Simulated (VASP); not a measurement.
# MgS (F-43m) in VASP: further runs

The runs below take MgS through equation of state, with PBEsol.

Program: VASP 6.6.1. These are calculated values, not measurements. Logs are shortened: lines on timing, memory, paths and dates and some standing lists are left out, and cuts for length are marked.

**1. The structure**

Symmetry: F-43m, No. 216, cubic system. The conventional cell has a = 5.649 Å, b = 5.649 Å, c = 5.649 Å, α = 90.00°, β = 90.00°, γ = 90.00°. Around S (site symmetry -43m) lie 4 Mg at 2.45 Å. Around Mg (site symmetry -43m) lie 4 S at 2.45 Å.

The cell comes from a database or a generator and needn't be the stable form of this composition.

**2. Equation of state, PBEsol, 21.64 Å³/atom (a relaxed cell with its volume scaled by 0.96)**

Contents of INCAR:

```
  PREC = Accurate
  ENCUT = 520
  EDIFF = 1E-6
  ISMEAR = 0
  SIGMA = 0.02
  LREAL = False
  LASPH = True
  NELM = 80
  ALGO = Fast
  ISIF = 2
  LWAVE = False
  LCHARG = False
  GGA = PS
```

Contents of KPOINTS:

```
regular mesh
0
Gamma
  8 8 8
```

Contents of POSCAR:

```
MgS                                     
1.0
   -0.0000000000      2.7865236980      2.7865236980
    2.7865236980      0.0000000000      2.7865236980
    2.7865236980      2.7865236980      0.0000000000
  S               Mg            
     1     1
Direct
     0.2500000000000000    0.2500000000000000    0.2500000000000000
     0.0000000000000000    0.0000000000000000    0.0000000000000000
```

Potentials or basis: VASP PAW PBE potentials, release 64 (S, Mg).

Started as:

```sh
$ cat potpaw_PBE.64/S/POTCAR potpaw_PBE.64/Mg/POTCAR > POTCAR
$ mpirun -np 1 vasp_std > vasp.out
```

OUTCAR:

```text
PREC = Accurate
   ENCUT = 520
   EDIFF = 1E-6
   ISMEAR = 0
   LREAL = False
   LASPH = True
   NELM = 80
   ISIF = 2
   GGA = PS

 ion  position               nearest neighbor table
   1  0.250  0.250  0.250-   2 2.41   2 2.41   2 2.41   2 2.41
   2  0.000  0.000  0.000-   1 2.41   1 2.41   1 2.41   1 2.41

  LATTYP: Found a face centered cubic cell.
 ALAT       =     5.5730473960

  Lattice vectors:

 A1 = (   0.0000000000,   2.7865236980,   2.7865236980)
 A2 = (   2.7865236980,   0.0000000000,   2.7865236980)
 A3 = (   2.7865236980,   2.7865236980,   0.0000000000)

Analysis of symmetry for initial positions (statically):
=====================================================================
 Subroutine PRICEL returns:
 Original cell was already a primitive cell.

 Routine SETGRP: Setting up the symmetry group for a
 face centered cubic supercell.

 Subroutine GETGRP returns: Found 24 space group operations
 (whereof 24 operations were pure point group operations)
 out of a pool of 48 trial point group operations.

The static configuration has the point symmetry T_d .

Analysis of symmetry for dynamics (positions and initial velocities):
=====================================================================
 Subroutine PRICEL returns:
 Original cell was already a primitive cell.

 Routine SETGRP: Setting up the symmetry group for a
 face centered cubic supercell.

 Subroutine GETGRP returns: Found 24 space group operations
 (whereof 24 operations were pure point group operations)
 out of a pool of 48 trial point group operations.

The dynamic configuration has the point symmetry T_d .

 Subroutine INISYM returns: Found 24 space group operations
 (whereof 24 operations are pure point group operations),
 and found     1 'primitive' translations

----------------------------------------------------------------------------------------

                                     Primitive cell

  volume of cell :      43.2731

  direct lattice vectors                    reciprocal lattice vectors
     0.000000000  2.786523698  2.786523698    -0.179435043  0.179435043  0.179435043
     2.786523698  0.000000000  2.786523698     0.179435043 -0.179435043  0.179435043
     2.786523698  2.786523698  0.000000000     0.179435043  0.179435043 -0.179435043

  length of vectors
     3.940739606  3.940739606  3.940739606     0.310790611  0.310790611  0.310790611

  position of ions in fractional coordinates (direct lattice)
     0.250000000  0.250000000  0.250000000
     0.000000000  0.000000000  0.000000000

  ion indices of the primitive-cell ions
   primitive index   ion index
                 1           1
                 2           2

----------------------------------------------------------------------------------------

 KPOINTS: regular mesh

Automatic generation of k-mesh.
 Grid dimensions read from file:
 generate k-points for:    8    8    8

 Generating k-lattice:

  Cartesian coordinates                     Fractional coordinates (reciprocal lattice)
    -0.022429380  0.022429380  0.022429380     0.125000000  0.000000000  0.000000000
     0.022429380 -0.022429380  0.022429380     0.000000000  0.125000000  0.000000000
     0.022429380  0.022429380 -0.022429380     0.000000000  0.000000000  0.125000000

  Length of vectors
     0.038848826  0.038848826  0.038848826

  Shift w.r.t. Gamma in fractional coordinates (k-lattice)
     0.000000000  0.000000000  0.000000000

 Subroutine IBZKPT returns following result:
 ===========================================

 Found     29 irreducible k-points:

 Following reciprocal coordinates:
            Coordinates               Weight
  0.000000  0.000000  0.000000      1.000000
  0.125000  0.000000  0.000000      8.000000
  0.250000  0.000000  0.000000      8.000000
  0.375000  0.000000  0.000000      8.000000
  0.500000  0.000000  0.000000      4.000000
  0.125000  0.125000  0.000000      6.000000
[... 16 lines left out ...]
  0.500000  0.250000  0.125000     48.000000
 -0.375000  0.250000  0.125000     24.000000
 [... further k-points ...]
   k-points           NKPTS =     29   k-points in BZ     NKDIM =     29   number of bands    NBANDS=      8
   number of dos      NEDOS =    301   number of ions     NIONS =      2
   total plane-waves  NPLWV =  27000
   dimension x,y,z NGX =    30 NGY =   30 NGZ =   30
   dimension x,y,z NGXF=    60 NGYF=   60 NGZF=   60
   ions per type =               1   1
   NGX,Y,Z   is equivalent  to a cutoff of  12.66, 12.66, 12.66 a.u.
   NGXF,Y,Z  is equivalent  to a cutoff of  25.31, 25.31, 25.31 a.u.
 SYSTEM =  unknown system
   PREC   = accura    normal or accurate (medium, high low for compatibility)
   ISTART =      0    job   : 0-new  1-cont  2-samecut
   ICHARG =      2    charge: 1-file 2-atom 10-const
   ISPIN  =      1    spin polarized calculation?
   LNONCOLLINEAR =      F non collinear calculations
   LSORBIT =      F    spin-orbit coupling
   LASPH  =      T    aspherical Exc in radial PAW
   ENCUT  =  520.0 eV  38.22 Ry    6.18 a.u.   7.33  7.33  7.33*2*pi/ulx,y,z
   NELM   =     80;   NELMIN=  2; NELMDL= -5     # of ELM steps
   EDIFF  = 0.1E-05   stopping-criterion for ELM
   LREAL  =      F    real-space projection
   EDIFFG = 0.1E-04   stopping-criterion for IOM
   NSW    =      0    number of steps for IOM
   IBRION =     -1    ionic relax: 0-MD 1-quasi-New 2-CG
   NFREE  =      0    steps in history (QN), initial steepest desc. (CG)
   ISIF   =      2    stress and relaxation
   ISYM   =      2    0-nonsym 1-usesym 2-fastsym
   POTIM  = 0.5000    time-step for ionic-motion
   TEBEG  =    0.0;   TEEND  =   0.0 temperature during run
   PSTRESS=    0.0 pullay stress
   NELECT =       8.0000    total number of electrons
   NUPDOWN=      -1.0000    fix difference up-down
   EMIN   =  10.00;   EMAX   =-10.00  energy-range for DOS
   EFERMI =   0.00;   METHOD = LEGACY
   ISMEAR =     0;   SIGMA  =   0.02  broadening in eV -4-tet -1-fermi 0-gaus
   EFERMI_NEDOS =   21; number of points for ismear=-14 and -15
   IALGO  =     68    algorithm
   IMIX   =      4    mixing-type and parameters
     AMIX     =   0.40;   BMIX     =  1.00
     AMIX_MAG =   1.60;   BMIX_MAG =  1.00
  volume/ion in A,a.u.               =      21.64       146.01
  Fermi-wavevector in a.u.,A,eV,Ry     =   0.932607  1.762372 11.833751  0.869756
  Thomas-Fermi vector in A             =   2.059222
   LORBIT       =      0    0 simple, 1 ext, 2 COOP (PROOUT), +10 PAW based schemes
   GGA     = PS    functional components
   LHFCALC =     F    Hartree Fock is set to
   AEXX    =    0.0000 exact exchange contribution
   IVDW    =     0    specifies the selected vdW correction
   LEPSILON=     F    determine dielectric tensor
   LRPA    =     F    only Hartree local field effects (RPA)
 non-spin polarized calculation
 RMM-DIIS sequential band-by-band and
 Gauss-broadening in eV      SIGMA  =   0.02
  energy-cutoff  :      520.00
  volume of cell :       43.27
 maximum number of plane-waves:      1211
 NGX is ok and might be reduce to    30
   NGX = 15   NGY = 15   NGZ = 15

 number of electron       8.0000000 magnetization

 Free energy of the ion-electron system (eV)
  ---------------------------------------------------
  ext. energy  EPLUGINS =         0.00000000
  ---------------------------------------------------
  free energy    TOTEN  =        -8.90333827 eV

  energy without entropy =       -8.90333827  energy(sigma->0) =       -8.90333827

 E-fermi :   1.4319     XC(G=0):  -8.7614

 val. band max:        1.3046657973   @ k =   0.0000   0.0000   0.0000
 cond. band min:       4.8356857619   @ k =   0.0000   0.0000   0.0000
 fundamental gap:      3.5310199646
 Fermi energy:         1.4319230493

 k-point     1 :       0.0000    0.0000    0.0000
  band No.  band energies     occupation
      1     -10.1283      2.00000
      2       1.3047      2.00000
      3       1.3047      2.00000
      4       1.3047      2.00000
      5       4.8357      0.00000
      6       9.2975      0.00000
      7       9.2975      0.00000
      8       9.2975      0.00000

 k-point     2 :       0.1250    0.0000    0.0000
  band No.  band energies     occupation
      1     -10.0311      2.00000
      2       0.5777      2.00000
      3       1.2481      2.00000
      4       1.2481      2.00000
      5       5.5206      0.00000
      6       9.1175      0.00000
      7       9.4837      0.00000
      8       9.4837      0.00000

 k-point     3 :       0.2500    0.0000    0.0000
  band No.  band energies     occupation
      1      -9.7779      2.00000
      2      -0.6717      2.00000
      3       1.1208      2.00000
      4       1.1208      2.00000
      5       6.3663      0.00000
      6       9.1899      0.00000
      7       9.4932      0.00000
      8       9.4932      0.00000

 k-point     4 :       0.3750    0.0000    0.0000
  band No.  band energies     occupation
      1      -9.4912      2.00000
      2      -1.6655      2.00000
      3       1.0047      2.00000
      4       1.0047      2.00000
      5       6.5078      0.00000
      6       9.0940      0.00000
      7       9.0940      0.00000
      8       9.7476      0.00000

 k-point     5 :       0.5000    0.0000    0.0000
  band No.  band energies     occupation
      1      -9.3598      2.00000
      2      -2.0454      2.00000
      3       0.9594      2.00000
      4       0.9594      2.00000
      5       6.4676      0.00000
      6       8.9104      0.00000
      7       8.9104      0.00000
      8       9.9520      0.00000

 k-point     6 :       0.1250    0.1250    0.0000
  band No.  band energies     occupation
      1      -9.9988      2.00000
      2       0.5844      2.00000
      3       1.1093      2.00000
      4       1.1093      2.00000
      5       5.7493      0.00000
      6       8.7468      0.00000
      7       9.7459      0.00000
      8       9.7459      0.00000

 k-point     7 :       0.2500    0.1250    0.0000
  band No.  band energies     occupation
      1      -9.7973      2.00000
      2      -0.3448      2.00000
      3       0.9322      2.00000
      4       0.9730      2.00000
      5       6.5370      0.00000
      6       8.5147      0.00000
      7       9.3950      0.00000
      8      10.0497      0.00000
[... 133 lines left out ...]
 k-point    20 :      -0.3750    0.3750    0.0000
  band No.  band energies     occupation
      1      -9.1257      2.00000
      2      -1.3254      2.00000
      3      -0.7331      2.00000
      4       0.4346      2.00000
      5       5.9817      0.00000
      6       8.3273      0.00000
      7      11.0964      0.00000
      8      11.5636      0.00000

 k-point    21 :       0.5000    0.5000    0.0000
  band No.  band energies     occupation
      1      -9.1113      2.00000
      2      -1.6852      2.00000
      3       0.1986      2.00000
      4       0.1986      2.00000
      5       4.9707      0.00000
      6       6.9068      0.00000
      7      12.7987      0.00000
      8      13.8493      0.00000

 k-point    22 :       0.3750    0.2500    0.1250
  band No.  band energies     occupation
      1      -9.5810      2.00000
      2      -0.8839      2.00000
      3       0.3945      2.00000
      4       0.9020      2.00000
      5       7.0348      0.00000
      6       8.3552      0.00000
      7       8.8606      0.00000
      8      10.6113      0.00000

 k-point    23 :       0.5000    0.2500    0.1250
  band No.  band energies     occupation
      1      -9.3421      2.00000
      2      -1.4271      2.00000
      3       0.0220      2.00000
      4       0.7117      2.00000
      5       7.2355      0.00000
      6       8.1319      0.00000
      7       9.2909      0.00000
      8      10.4211      0.00000

 k-point    24 :      -0.3750    0.2500    0.1250
  band No.  band energies     occupation
      1      -9.2350      2.00000
      2      -1.6644      2.00000
      3      -0.0871      2.00000
      4       0.6091      2.00000
      5       7.2842      0.00000
      6       7.8460      0.00000
      7      10.1816      0.00000
      8      10.2169      0.00000

 [... further k-points ...]

------------------------ aborting loop because EDIFF is reached ----------------------------------------

  FORCE on cell =-STRESS in cart. coord.  units (eV):
  Direction    XX          YY          ZZ          XY          YZ          ZX
  --------------------------------------------------------------------------------------
  -------------------------------------------------------------------------------------
  Total        0.6966870      0.6966870      0.6966870     -0.0000000      0.0000000     -0.0000000
  in kB       25.7946770     25.7946770     25.7946770     -0.0000000      0.0000000     -0.0000000
  external PRESSURE =      25.7946770 kB  Pullay stress =       0.0000000 kB

 VOLUME and BASIS-vectors are now :
 -----------------------------------------------------------------------------
  energy-cutoff  :      520.00
  volume of cell :       43.27
      direct lattice vectors                 reciprocal lattice vectors
     0.000000000  2.786523698  2.786523698    -0.179435043  0.179435043  0.179435043
     2.786523698  0.000000000  2.786523698     0.179435043 -0.179435043  0.179435043
     2.786523698  2.786523698  0.000000000     0.179435043  0.179435043 -0.179435043

 POSITION                                       TOTAL-FORCE (eV/Angst)
 -----------------------------------------------------------------------------------
      1.39326      1.39326      1.39326         0.000000      0.000000      0.000000
      0.00000      0.00000      0.00000        -0.000000      0.000000     -0.000000
 -----------------------------------------------------------------------------------
    total drift:                                0.000000      0.000000      0.000000

  FREE ENERGIE OF THE ION-ELECTRON SYSTEM (eV)
  ---------------------------------------------------
  free  energy   TOTEN  =        -8.9033382669 eV

  energy  without entropy=       -8.9033382669  energy(sigma->0) =       -8.90333827
```

It took 16 s on 1 thread of AMD EPYC 7R13 (Zen 3), shared host; peak memory 0.13 GiB.

What came out:

```yaml
Free_energy: -8.9033 eV
Pressure: 2.6 GPa
Band_gap_on_the_k_mesh: 3.53 eV, direct
```

Caveat: the PAW data sets were made with another functional, which shifts forces and pressure a little.

**3. Equation of state, PBEsol, 22.09 Å³/atom (a relaxed cell with its volume scaled by 0.98)**

INCAR is that of step 2.

KPOINTS is that of step 2.

Contents of POSCAR:

```
MgS                                     
1.0
   -0.0000000000      2.8057417101      2.8057417101
    2.8057417101      0.0000000000      2.8057417101
    2.8057417101      2.8057417101      0.0000000000
  S               Mg            
     1     1
Direct
     0.2500000000000000    0.2500000000000000    0.2500000000000000
     0.0000000000000000    0.0000000000000000    0.0000000000000000
```

Potentials or basis: VASP PAW PBE potentials, release 64 (S, Mg).

Started as:

```sh
$ cat potpaw_PBE.64/S/POTCAR potpaw_PBE.64/Mg/POTCAR > POTCAR
$ mpirun -np 1 vasp_std > vasp.out
```

Wall time 11 s (1 thread of AMD EPYC 7R13 (Zen 3), shared host); peak memory 0.13 GiB.

Results (log left out):

| Quantity | Value |
| --- | --- |
| Free energy | -8.9141 eV |
| Pressure | 1.2 GPa |
| Band gap on the k mesh | 3.43 eV, direct |

Caveat: the PAW data sets were made with another functional, which shifts forces and pressure a little.

**4. Equation of state, PBEsol, 22.54 Å³/atom**

INCAR is that of step 3.

KPOINTS is that of step 3.

Contents of POSCAR:

```
MgS                                     
1.0
   -0.0000000000      2.8246999994      2.8246999994
    2.8246999994      0.0000000000      2.8246999994
    2.8246999994      2.8246999994      0.0000000000
  S               Mg            
     1     1
Direct
     0.2500000000000000    0.2500000000000000    0.2500000000000000
     0.0000000000000000    0.0000000000000000    0.0000000000000000
```

Started as:

```sh
$ cat potpaw_PBE.64/S/POTCAR potpaw_PBE.64/Mg/POTCAR > POTCAR
$ mpirun -np 1 vasp_std > vasp.out
```

Wall time 11 s (1 thread of AMD EPYC 7R13 (Zen 3), shared host); peak memory 0.13 GiB.

It converged, with:

| Quantity | Value |
| --- | --- |
| Free energy | -8.9176 eV |
| Pressure | 0.0 GPa |
| Band gap on the k mesh | 3.33 eV, direct |

Caveat: the PAW data sets were made with another functional, which shifts forces and pressure a little.

**5. Equation of state, PBEsol, 22.99 Å³/atom (a relaxed cell with its volume scaled by 1.02)**

INCAR is that of step 4.

KPOINTS is that of step 4.

Contents of POSCAR:

```
MgS                                     
1.0
   -0.0000000000      2.8434071671      2.8434071671
    2.8434071671      0.0000000000      2.8434071671
    2.8434071671      2.8434071671      0.0000000000
  S               Mg            
     1     1
Direct
     0.2500000000000000    0.2500000000000000    0.2500000000000000
     0.0000000000000000    0.0000000000000000    0.0000000000000000
```

Started as:

```sh
$ cat potpaw_PBE.64/S/POTCAR potpaw_PBE.64/Mg/POTCAR > POTCAR
$ mpirun -np 1 vasp_std > vasp.out
```

It took 14 s on 1 thread of AMD EPYC 7R13 (Zen 3), shared host; peak memory 0.13 GiB.

It converged, with:

```yaml
Free_energy: -8.9145 eV
Pressure: -1.1 GPa
Band_gap_on_the_k_mesh: 3.23 eV, direct
```

Caveat: the PAW data sets were made with another functional, which shifts forces and pressure a little.

**6. Equation of state, PBEsol, 23.44 Å³/atom (a relaxed cell with its volume scaled by 1.04)**

INCAR is that of step 5.

KPOINTS is that of step 5.

Contents of POSCAR:

```
MgS                                     
1.0
   -0.0000000000      2.8618713674      2.8618713674
    2.8618713674      0.0000000000      2.8618713674
    2.8618713674      2.8618713674      0.0000000000
  S               Mg            
     1     1
Direct
     0.2500000000000000    0.2500000000000000    0.2500000000000000
     0.0000000000000000    0.0000000000000000    0.0000000000000000
```

Potentials or basis: VASP PAW PBE potentials, release 64 (S, Mg).

Started as:

```sh
$ cat potpaw_PBE.64/S/POTCAR potpaw_PBE.64/Mg/POTCAR > POTCAR
$ mpirun -np 1 vasp_std > vasp.out
```

Wall time 11 s (1 thread of AMD EPYC 7R13 (Zen 3), shared host); peak memory 0.14 GiB.

Results (log left out):

```
Free energy            : -8.9055 eV
Pressure               : -2.1 GPa
Band gap on the k mesh : 3.14 eV, direct
```

Caveat: the PAW data sets were made with another functional, which shifts forces and pressure a little.

**7. Equation of state, PBEsol**

No new run: the results of the series are fitted here.

What came out:

- Equilibrium volume: 22.54 Å³/atom
- Bulk modulus: 58 GPa
- Pressure derivative of the bulk modulus: 4.0 (rough: it moves with the points fitted)

Energy against volume, from the lowest point:
| volume (Å³/atom) | energy (meV/atom) |
| --- | --- |
| 21.637 | 7.13 |
| 22.087 | 1.75 |
| 22.538 | 0.00 |
| 22.989 | 1.55 |
| 23.440 | 6.07 |

Caveat: the PAW data sets were made with another functional, which shifts forces and pressure a little.
